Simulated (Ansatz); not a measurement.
## The 3-layer 2H-WS2 (2H stacking) between two gates

How do the bands of the 3-layer 2H-WS2 (2H stacking) follow a displacement field between two gates?

Main program and level: Ansatz 0.2.0; plane-wave DFT, PBE-D3(BJ), Ansatz PAW, in the first sound run; inputs show where later runs differ.

## 1. Set-up

The cell holds 9 atoms: 6 S and 3 W. Cell: a = 3.180 Å, b = 3.180 Å, c = 63.827 Å, α = 90.0°, β = 90.0°, γ = 120.0°. Regions: layer 1: 2H-WS2, 3 atoms (2 S and 1 W); layer 2: 2H-WS2, 3 atoms (2 S and 1 W); layer 3: 2H-WS2, 3 atoms (2 S and 1 W). Vacuum lies along c.

Structure file:

```cif
data_structure
_symmetry_space_group_name_H-M 'P 1'
_symmetry_Int_Tables_number 1
_cell_length_a 3.1800
_cell_length_b 3.1800
_cell_length_c 63.8269
_cell_angle_alpha 90.000
_cell_angle_beta 90.000
_cell_angle_gamma 120.000
_cell_volume 558.97
loop_
_atom_site_label
_atom_site_type_symbol
_atom_site_fract_x
_atom_site_fract_y
_atom_site_fract_z
_atom_site_occupancy
S1 S 0.33333 0.66667 0.37132 1
W2 W 0.00000 0.00000 0.39854 1
S3 S 0.33333 0.66667 0.42577 1
S4 S 0.00000 0.00000 0.47277 1
W5 W 0.33333 0.66667 0.50000 1
S6 S 0.00000 0.00000 0.52723 1
S7 S 0.33333 0.66667 0.57423 1
W8 W 0.00000 0.00000 0.60146 1
S9 S 0.33333 0.66667 0.62868 1
```

## 2. Relaxing the slab

The starting cell is a guess, so the in-plane lattice and the atoms are relaxed first, with the slab cut off from its images along the normal.

The input, input.yaml:

```yaml
crystal:
  lattice:
    - [3.18, 0.0, 0.0]
    - [-1.59, 2.753960784, 0.0]
    - [0.0, 0.0, 63.8268607003]
  atoms:
    - { symbol: S, position: [0.3333333333, 0.6666666667, 0.3713170245] }
    - { symbol: W, position: [0.0, 0.0, 0.3985439647] }
    - { symbol: S, position: [0.3333333333, 0.6666666667, 0.4257709048] }
    - { symbol: S, position: [0.0, 0.0, 0.4727730599] }
    - { symbol: W, position: [0.3333333333, 0.6666666667, 0.5] }
    - { symbol: S, position: [0.0, 0.0, 0.5272269401] }
    - { symbol: S, position: [0.3333333333, 0.6666666667, 0.5742290952] }
    - { symbol: W, position: [0.0, 0.0, 0.6014560353] }
    - { symbol: S, position: [0.3333333333, 0.6666666667, 0.6286829755] }
  periodic: [true, true, false]
kpoints:
  mp_grid: { grid: [12, 12, 1] }
hamiltonian:
  xc: pbe
  dispersion: d3bj
scf:
  occupations: { method: fermi_dirac, width: 0.05 }
  convergence: { dr2_threshold: 1.0e-09 }
relax:
  f_tol: 0.004
  max_steps: 90
  cell: {}
output:
  write_potential: true
  write_density: true
  volumetric_format: npy
```

Command:

```console
ansatz run input.yaml --threads 4 --pin off --max-ram 6144MiB --backend cpu --events-out ev --progress --plain --runs-dir out
```

Numbers of over 12 decimals in the logs are rounded to 6 here.

The program printed:

```text
Warning: relax.cell: scf.convergence.dr2_threshold = 1e-9 eV is looser than the 1.28869860489e-10 eV advised for a relaxation that steers and ends on the stress (1e-10 eV for each atom of the cell: 9, times the square of relax.cell.stress_2d_tol = 0.05 N/m over 26.4 Å (the atoms' height at the walk's start and 5 Å past either face), 1.892e-2 GPa, over a crystal's default 0.05). What an SCF threshold leaves in a stress goes as its square root, and in the free energy as the threshold itself, and one threshold admits the most on a small cell: [figures from the program's tests cut] Set scf.convergence.dr2_threshold to 1.28869860489e-10 eV or tighter. [rest of the remark cut]
Engine: ansatz 0.2.0, aarch64-unknown-linux-gnu
Pseudopotentials: kind: paw
Pseudopotential: S, paw, valence charge 6, recommended cutoff 420 eV (normal), S.paw.azcp
Pseudopotential: W, paw, valence charge 14, recommended cutoff 420 eV (normal), W.paw.azcp
Functional definition: PBE
  parameter kappa = 0.804
  parameter beta = 0.066725
  exchange = pbe_x(kappa = kappa, mu = beta*pi^2/3)
  correlation = pbe_c(beta = beta)
Crystal: 9 atoms, lattice volume = 558.970 Å³
Basis set: ecut = 420 eV, 11001 PW (Γ), exchange–correlation on 48×48×864 points (8 copies of the dense FFT grid, shifted against one another)
Bands: 48, of which v1, the nominal top of the filled ones, is band 39 counted from 1 (38 counted from 0)
Symmetry: 12 space group operations
Space group: P-6m2 (ITA 187), of the structure as read, at distance tolerance 8.2e-5 Å
k-points: 19 of 144 (time reversal used)
Non-local potential: S, projectors of the file, l = 0: 2, l = 1: 2, l = 2: 2
Non-local potential: W, projectors of the file, l = 0: 3, l = 1: 2, l = 2: 2, l = 3: 1
PAW form: soft (Blöchl's): semilocal exchange-correlation on the pseudo side does not see the compensation charge
PAW one-centre angular grid: S, 110 points (default); XC on 64 Gauss nodes
PAW one-centre angular grid: W, 590 points (default); XC on 64 Gauss nodes
Initial density: superposition of atomic densities (neutral atoms: chi_scale 0, normalization atom), corrected by the library's trained network
Initial wavefunctions: pseudopotential atomic-orbital guess
Functional: x = pbe(κ = 0.804, μ = 0.219515), c = pbe(β = 0.066725)
SCF iter   1: F=—  HF=-36576.121558 eV  |F-HF|=—  |Δ(HF+E_count)|=         —  Δρ=2.86e-3  dr2=9.36e-2  ethr=1.77e-3  ⟨swp⟩=12.9  Hψ=5947  notcnv=0
preconditioner: auto → Resta (q_TF=auto, 1.965 Å⁻¹)  ε∞=3.2  [insulator: Δε(μ)=1.067 eV  Ē_g=7.699 eV  σ=0.050 eV  W_gap=1.00  n_scr=38 (ndim 8)  ℏωp=11.5 eV  f_vac=0.685  D(μ)=0.00/eV (n_scr^D=0)  ε∞_Penn≈3.2  vacuum switching on, ρ_ref=4.3e-3 e/Å³]
SCF iter   2: F=—  HF=-36576.143726 eV  |F-HF|=—  |Δ(HF+E_count)|=   2.22e-2  Δρ=2.14e-3  dr2=1.48e-1  ethr=1.20e-4  ⟨swp⟩=4.2  Hψ=2268  notcnv=0  defer=52
SCF iter   3: F=—  HF=-36576.135923 eV  |F-HF|=—  |Δ(HF+E_count)|=   7.80e-3  Δρ=1.18e-3  dr2=6.10e-3  ethr=1.20e-4  ⟨swp⟩=2.7  Hψ=1617  notcnv=0  defer=52
SCF iter   4: F=—  HF=-36576.140371 eV  |F-HF|=—  |Δ(HF+E_count)|=   4.45e-3  Δρ=3.50e-4  dr2=1.92e-3  ethr=7.82e-6  ⟨swp⟩=3.2  Hψ=1914  notcnv=0  defer=52
SCF iter   5: F=—  HF=-36576.140195 eV  |F-HF|=—  |Δ(HF+E_count)|=   1.76e-4  Δρ=8.45e-5  dr2=1.19e-4  ethr=2.46e-6  ⟨swp⟩=3.0  Hψ=1552  notcnv=0  defer=52
SCF iter   6: F=—  HF=-36576.140203 eV  |F-HF|=—  |Δ(HF+E_count)|=   8.06e-6  Δρ=3.42e-5  dr2=7.31e-6  ethr=1.52e-7  ⟨swp⟩=3.4  Hψ=1966  notcnv=0  defer=52
SCF iter   7: F=—  HF=-36576.140212 eV  |F-HF|=—  |Δ(HF+E_count)|=   9.01e-6  Δρ=9.67e-6  dr2=1.71e-6  ethr=9.37e-9  ⟨swp⟩=3.4  Hψ=2027  notcnv=0  defer=52
SCF iter   8: F=—  HF=-36576.140216 eV  |F-HF|=—  |Δ(HF+E_count)|=   4.33e-6  Δρ=7.55e-6  dr2=1.11e-6  ethr=2.19e-9  ⟨swp⟩=3.2  Hψ=1739  notcnv=0  defer=53
SCF iter   9: F=—  HF=-36576.140216 eV  |F-HF|=—  |Δ(HF+E_count)|=   1.66e-7  Δρ=3.18e-6  dr2=1.88e-7  ethr=1.42e-9  ⟨swp⟩=2.8  Hψ=1477  notcnv=0  defer=53
SCF iter  10: F=—  HF=-36576.140216 eV  |F-HF|=—  |Δ(HF+E_count)|=   1.88e-8  Δρ=9.31e-7  dr2=7.95e-9  ethr=2.41e-10  ⟨swp⟩=3.0  Hψ=1595  notcnv=0  defer=53
SCF iter  11: F=-36576.140216 eV  HF=-36576.140216 eV  |F-HF|=1.52e-9  |Δ(HF+E_count)|=   2.22e-8  Δρ=1.88e-7  dr2=4.05e-10  ethr=1.28e-12  ⟨swp⟩=11.6  Hψ=9185  notcnv=0
SCF 1 converged in 11 iterations: F = -36576.140216 eV  dr2 = 4.05e-10
  greatest PAW one-centre occupation: 1.000 electrons in one spin orbital (limit 2), on the W atom at site 1 (counted from 0), in its partial waves of l = 0
relax step   1: F+E_penalty+E_count = -36576.14021635 eV  Δ(F+E_penalty+E_count) = +0.000e0 eV  max|allowed force component| = 2.684e0 eV/Å  Δτ_max = 0.0000 Å  P = -19.570 N/m  Ω = 558.970 Å³  fix = [c, alpha, beta]  reactions: c -0.000 N/m  (11 SCF iters, accepted)
Crystal: 9 atoms, lattice volume = 552.008 Å³
Basis set: ecut = 420 eV, 10641 PW (Γ), exchange–correlation on 48×48×864 points (8 copies of the dense FFT grid, shifted against one another)
Initial density: handed on by an earlier stage of this run
Initial wavefunctions: those handed on with the density
iter 1 solved again at ethr=9.65e-4 eV; its pass at ethr=3.10e-3 eV (dr2=7.53e-1 eV) is discarded
SCF iter   1: F=—  HF=-36577.702557 eV  |F-HF|=—  |Δ(HF+E_count)|=         —  Δρ=9.12e-3  dr2=8.01e-1  ethr=9.65e-4  ⟨swp⟩=2.0  Hψ=7016  notcnv=0
eigensolver tolerance schedule calibrated: the retry pair's looser diagonalisation under-reported the residual by θ = 0.06 (0.12/decade); ethr = c·dr2/N_el runs at the constant in force after the calibration composes with the one it found (an armed cap, an earlier calibration), c = 7.2e-2
preconditioner: auto → Resta (q_TF=auto, 1.969 Å⁻¹)  ε∞=2.9  [insulator: Δε(μ)=1.286 eV  Ē_g=8.425 eV  σ=0.050 eV  W_gap=1.00  n_scr=40 (ndim 8)  ℏωp=11.6 eV  f_vac=0.693  D(μ)=0.00/eV (n_scr^D=0)  ε∞_Penn≈2.9  vacuum switching on, ρ_ref=5.1e-3 e/Å³]
SCF iter   2: F=—  HF=-36577.585839 eV  |F-HF|=—  |Δ(HF+E_count)|=   1.17e-1  Δρ=4.66e-3  dr2=2.23e-1  ethr=7.37e-4  ⟨swp⟩=4.4  Hψ=1926  notcnv=0  defer=2
SCF iter   3: F=—  HF=-36577.547409 eV  |F-HF|=—  |Δ(HF+E_count)|=   3.84e-2  Δρ=2.49e-3  dr2=2.93e-2  ethr=2.05e-4  ⟨swp⟩=3.7  Hψ=1904  notcnv=0  defer=36
SCF iter   4: F=—  HF=-36577.543157 eV  |F-HF|=—  |Δ(HF+E_count)|=   4.25e-3  Δρ=5.67e-4  dr2=2.02e-3  ethr=2.70e-5  ⟨swp⟩=3.6  Hψ=1970  notcnv=0  defer=36
SCF iter   5: F=—  HF=-36577.543400 eV  |F-HF|=—  |Δ(HF+E_count)|=   2.43e-4  Δρ=2.43e-4  dr2=2.69e-3  ethr=1.86e-6  ⟨swp⟩=3.3  Hψ=1990  notcnv=0  defer=37
[...]
SCF iter   9: F=—  HF=-36577.632859 eV  |F-HF|=—  |Δ(HF+E_count)|=   1.08e-5  Δρ=6.50e-6  dr2=5.33e-7  ethr=4.04e-9  ⟨swp⟩=3.5  Hψ=2178  notcnv=0  defer=25
SCF iter  10: F=—  HF=-36577.632859 eV  |F-HF|=—  |Δ(HF+E_count)|=   6.61e-8  Δρ=2.04e-6  dr2=3.28e-8  ethr=6.83e-10  ⟨swp⟩=3.2  Hψ=1734  notcnv=0  defer=25
SCF iter  11: F=—  HF=-36577.632859 eV  |F-HF|=—  |Δ(HF+E_count)|=   2.95e-8  Δρ=6.52e-7  dr2=3.64e-9  ethr=4.20e-11  ⟨swp⟩=3.2  Hψ=2039  notcnv=0  defer=25
SCF iter  12: F=-36577.632859 eV  HF=-36577.632859 eV  |F-HF|=1.11e-9  |Δ(HF+E_count)|=   2.80e-9  Δρ=1.32e-7  dr2=1.15e-10  ethr=1.28e-12  ⟨swp⟩=13.4  Hψ=8227  notcnv=0
SCF 3 converged in 12 iterations: F = -36577.632859 eV  dr2 = 1.15e-10
  greatest PAW one-centre occupation: 1.000 electrons in one spin orbital (limit 2), on the W atom at site 4 (counted from 0), in its partial waves of l = 0
relax step   3: F+E_penalty+E_count = -36577.63285938 eV  Δ(F+E_penalty+E_count) = -8.976e-2 eV  max|allowed force component| = 1.587e-1 eV/Å  Δτ_max = 0.1922 Å  P = -0.423 N/m  Ω = 549.016 Å³  energy of the carried Pulay correction = +4.356e-4 eV  fix = [c, alpha, beta]  reactions: c -0.000 N/m  (12 SCF iters, accepted)
[...]
relax step   4: F+E_penalty+E_count = -36577.65938844 eV  Δ(F+E_penalty+E_count) = -2.653e-2 eV  max|allowed force component| = 7.479e-2 eV/Å  Δτ_max = 0.1948 Å  P = -0.063 N/m  Ω = 549.808 Å³  energy of the carried Pulay correction = +4.006e-4 eV  fix = [c, alpha, beta]  reactions: c -0.000 N/m  (13 SCF iters, accepted)
[...]
relax step   5: F+E_penalty+E_count = -36577.66110834 eV  Δ(F+E_penalty+E_count) = -1.720e-3 eV  max|allowed force component| = 7.832e-3 eV/Å  Δτ_max = 0.0768 Å  P = -0.046 N/m  Ω = 550.671 Å³  energy of the carried Pulay correction = +3.626e-4 eV  fix = [c, alpha, beta]  reactions: c -0.000 N/m  (11 SCF iters, accepted)
[...]
relax step   6: F+E_penalty+E_count = -36577.66131198 eV  Δ(F+E_penalty+E_count) = -2.036e-4 eV  max|allowed force component| = 2.028e-2 eV/Å  Δτ_max = 0.0254 Å  P = +0.019 N/m  Ω = 550.640 Å³  energy of the carried Pulay correction = +3.640e-4 eV  fix = [c, alpha, beta]  reactions: c +0.000 N/m  (10 SCF iters, accepted)
[...]
relax step   7: F+E_penalty+E_count = -36577.66136156 eV  Δ(F+E_penalty+E_count) = -4.958e-5 eV  max|allowed force component| = 6.451e-4 eV/Å  Δτ_max = 0.0039 Å  P = -0.008 N/m  Ω = 550.538 Å³  energy of the carried Pulay correction = +3.685e-4 eV  fix = [c, alpha, beta]  reactions: c -0.000 N/m  (9 SCF iters, accepted)
Initial wavefunctions: pseudopotential atomic-orbital guess (no wavefunctions were taken with the density)
iter 1 solved again at ethr=1.38e-7 eV; its pass at ethr=3.10e-3 eV (dr2=1.07e-4 eV) is discarded
SCF iter   1: F=—  HF=-36577.660984 eV  |F-HF|=—  |Δ(HF+E_count)|=         —  Δρ=1.38e-5  dr2=1.54e-7  ethr=1.38e-7  ⟨swp⟩=7.2  Hψ=11282  notcnv=0
preconditioner: auto → Resta (q_TF=auto, 1.970 Å⁻¹)  ε∞=2.9  [insulator: Δε(μ)=1.135 eV  Ē_g=8.442 eV  σ=0.050 eV  W_gap=1.00  n_scr=40 (ndim 8)  ℏωp=11.6 eV  f_vac=0.703  D(μ)=0.00/eV (n_scr^D=0)  ε∞_Penn≈2.9  vacuum switching on, ρ_ref=5.2e-3 e/Å³]
SCF iter   2: F=—  HF=-36577.660938 eV  |F-HF|=—  |Δ(HF+E_count)|=   4.59e-5  Δρ=7.04e-6  dr2=4.53e-8  ethr=1.97e-10  ⟨swp⟩=5.5  Hψ=3397  notcnv=0
SCF iter   3: F=—  HF=-36577.660938 eV  |F-HF|=—  |Δ(HF+E_count)|=   2.82e-8  Δρ=2.11e-6  dr2=6.39e-8  ethr=5.81e-11  ⟨swp⟩=2.9  Hψ=1922  notcnv=0
SCF iter   4: F=-36577.660938 eV  HF=-36577.660938 eV  |F-HF|=1.16e-9  |Δ(HF+E_count)|=   8.24e-9  Δρ=4.05e-7  dr2=2.36e-10  ethr=1.28e-12  ⟨swp⟩=17.6  Hψ=10536  notcnv=0
SCF 8 converged in 4 iterations: F = -36577.660938 eV  dr2 = 2.36e-10
relax step   8: F+E_penalty+E_count = -36577.66093808 eV  Δ(F+E_penalty+E_count) = +4.235e-4 eV  max|allowed force component| = 5.836e-4 eV/Å  Δτ_max = 0.0000 Å  P = -0.002 N/m  Ω = 550.538 Å³  fix = [c, alpha, beta]  reactions: c -0.000 N/m  stress off target by 1.57e-3 N/m on what of the cell is left free  SCF on the basis re-selected at this cell (its energy is not comparable with the rows above)  (4 SCF iters)
basis re-selected at this cell: Δ(F+E_penalty+E_count) = +4.235e-4 eV, ΔP = +0.006 N/m vs the last step (what re-selecting the basis moved, of the pressure what is left beyond the Pulay correction that the steps carried, after the strain that the cell walked since its last selection, with what the two solves' SCF thresholds leave and, on support functions, any second-order correction that the steps lacked; it is no m [...]
SCF converged after 4 iterations
Free energy (F): -36577.660938 eV
Harris-Foulkes:  -36577.660938 eV  (|F-HF|=1.16e-9)
Internal energy: -36577.660938 eV  (E = F + TS)
E sigma→0 (E₀):  -36577.660938 eV
Entropy (-TS):   -0.000001 eV (-0.000 meV/atom)
Fermi energy:    -4.612800 eV
--- Per-component energies (eV) ---
  E_band       = -1867.816350
  E_kinetic    = 2000.862781
  E_local      = -647585.084234  (includes V_loc(G=0)·N_el)
  E_nonlocal   = 172.109003
  E_hartree    = 322597.963669
  E_xc         = -1387.335243
  E_vxc        = -1246.276877  (∫ρ·V_xc dr)
  E_paw        = -29289.459920  (= ΣΔE_a)
  E_vpaw       = -405.354053  (= ΣTr[D̂ρ^β])
  E_aug_tail   = -0.000187  (compensation charges beyond the density's cutoff)
  E_ewald      = 316916.800706
  E_disp       = -3.517512  (pairwise vdW)
  E_smearing   = -0.000001  (= −TS)
  E_closure    = -0.000000  (closes the sum)
  Σ components = -36577.660938   (vs F -36577.660938, Δ=0.00e0)
--- Forces (eV/Å), atoms counted from 1 ---
  atom   1  S      0.00000000    -0.00000000     0.00017092
  atom   2  W      0.00000000     0.00000000     0.00041093
  atom   3  S      0.00000000    -0.00000000     0.00003637
  atom   4  S      0.00000000     0.00000000     0.00058357
  atom   5  W      0.00000000    -0.00000000     0.00000000
  atom   6  S      0.00000000     0.00000000    -0.00058357
  atom   7  S      0.00000000    -0.00000000    -0.00003637
  atom   8  W      0.00000000     0.00000000    -0.00041093
  atom   9  S     -0.00000000    -0.00000000    -0.00017092
  max |Σ_I F_I| component: 1.85e-17 eV/Å
--- 2D stress c σ (N/m, compression-positive) ---
       -0.001572       0.000000       0.000000
        0.000000      -0.001572       0.000000
        0.000000       0.000000       0.000000
  P = ½ c Tr σ = -0.0016 N/m
--- Band table (eV; the first three rows and the last of 19) ---
  k-point 0: bands = [... 35 lower, -7.0387, -6.1030, -5.5025, -5.1352, -2.7775, -2.7775, -2.7697, -2.7697, ... 5 higher]
  k-point 1: bands = [... 35 lower, -6.7536, -6.1091, -5.6106, -5.3425, -2.8963, -2.8793, -2.8599, -2.8525, ... 5 higher]
  k-point 2: bands = [... 35 lower, -6.7648, -6.2329, -6.0109, -5.9275, -3.4498, -3.2715, -3.0606, -3.0282, ... 5 higher]
  k-point 18: bands = [... 35 lower, -8.0294, -5.7925, -5.7033, -5.6218, -3.7682, -3.7556, -3.7555, -2.9141, ... 5 higher]
  the weakly bound empty levels are not read free of the cell's end (no_gap_told)
--- Relaxed structure (7 steps of the walk, 7 accepted, 1 SCFs on fresh bases) ---
  F+E_penalty+E_count = -36577.66093808 eV   max|allowed force component| = 5.836e-4 eV/Å   (the final SCF, on the basis selected at the relaxed cell)
  cell:  # Å, volume = 550.5375 Å³
    - [3.155923, -2.67307922076446e-18, 0.0]
    - [-1.577962, 2.733110, 0.0]
    - [0.0, 0.0, 63.8268607003]
  atoms:
    - { symbol: S, position: [0.333333, 0.666667, 0.380048] }
    - { symbol: W, position: [0, -2.1701890401338494e-17, 0.404752] }
    - { symbol: S, position: [0.333333, 0.666667, 0.429427] }
    - { symbol: S, position: [0, -2.1701890401338503e-17, 0.475335] }
    - { symbol: W, position: [0.333333, 0.666667, 0.5] }
    - { symbol: S, position: [0, -2.1701890401338503e-17, 0.524665] }
    - { symbol: S, position: [0.333333, 0.666667, 0.570573] }
    - { symbol: W, position: [0, -2.1701890401338503e-17, 0.595248] }
    - { symbol: S, position: [0.333333, 0.666667, 0.619952] }
```

Run time: 3 min. Hardware: 4 threads of Arm Neoverse V1, shared host; peak memory 1.2 GiB.

The steps of the relaxation:

```
step  energy less that of the first step (eV)  largest force component (eV/Å)  volume (Å³)
   1                                   0.0000                          2.6844       558.97
   2                                  -1.4029                          0.6736       552.01
   3                                  -1.4926                          0.1587       549.02
   4                                  -1.5192                          0.0748       549.81
   5                                  -1.5209                          0.0078       550.67
   6                                  -1.5211                          0.0203       550.64
   7                                  -1.5211                          0.0006       550.54
  8*                                  -1.5207                          0.0006       550.54
```

Relaxation steps marked * repeat the geometry before them on a plane-wave basis chosen anew for their cell, so energy and pressure can jump there.

The run keeps the 12 symmetry operations that it works with, so distortions that break them were not tested.

```
cell as run  before  after  change
      a (Å)   3.180  3.156  -0.8 %
      b (Å)   3.180  3.156  -0.8 %
```

The atoms that moved most (Å, along periodic axes as changes of fractional coordinates times the final cell, across vacuum about the mean position):

```
atom     dx     dy      dz  length
  S9  0.000  0.000  -0.557   0.557
  S1  0.000  0.000   0.557   0.557
  W2  0.000  0.000   0.396   0.396
  W8  0.000  0.000  -0.396   0.396
  S3  0.000  0.000   0.233   0.233
  S7  0.000  0.000  -0.233   0.233
  S4  0.000  0.000   0.164   0.164
  S6  0.000  0.000  -0.164   0.164
```

The lattice constant a goes from 3.180 to 3.156 Å.

(Part 1 of 3 ends here.)

[Logs are printed without paths, hosts, clocks, repeated set-up lines and the standing remarks that a program may print on its own settings, such as how far it seeks lower states.]

[Hosts, paths, dates, database ids (printed as entryN), source tags and the programs' standing remarks are cut or masked in the printed files.]

[Maps of the electrostatic potential energy from Ansatz leave out the sawtooth potential of an applied field or a dipole correction, so their vacuum need not be flat; planar profiles and work functions include it.]
